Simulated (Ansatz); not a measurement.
Runs of Ansatz 0.2.0 on Ge. The structure is hexagonal, space group P6_3mc (No. 186). The conventional cell has a = 4.050 Å, b = 4.050 Å, c = 10.993 Å, α = 90.00°, β = 90.00°, γ = 120.00°. Around Ge (site symmetry 3m) lie 3 Ge at 2.44 Å. Ge (site symmetry 3m) is surrounded by 3 Ge at 2.44 Å. This isn't the form of Ge at room conditions, which is diamond.

| share of exact exchange | gap on the mesh (eV) | pressure (GPa) | largest force (eV/Å) |
| --- | --- | --- | --- |
| 0.25 | 1.59 | (d) | 0.20 |
| 0.4 | 1.91 | -2.1 | 0.32 |
| 0.3 | 1.70 | -1.6 | 0.24 |
| 0.5 | (c) | (a) | (b) |

Alike in all rows: task single point; level HSE06 form with a typed share of exact exchange; potentials or basis Ansatz PAW; no spin polarisation; cell as given; k mesh 4 × 4 × 2; cutoff (eV) 420; smearing fermi-dirac 0.05 eV; the mesh is coarse, so values aren't converged.

Task: Fill in the values left out.

Result: (a) -2.6; (b) 0.40; (c) 2.04; (d) -1.4.

Caveats: all runs use coarse meshes; the PAW data sets come from PBE, with cores solved anew for the run's functional, which leaves a small shift of forces and pressure; the thresholds are loose for stress.

A k mesh can miss the band edges, and the runs leave out spin-orbit coupling on Ge.
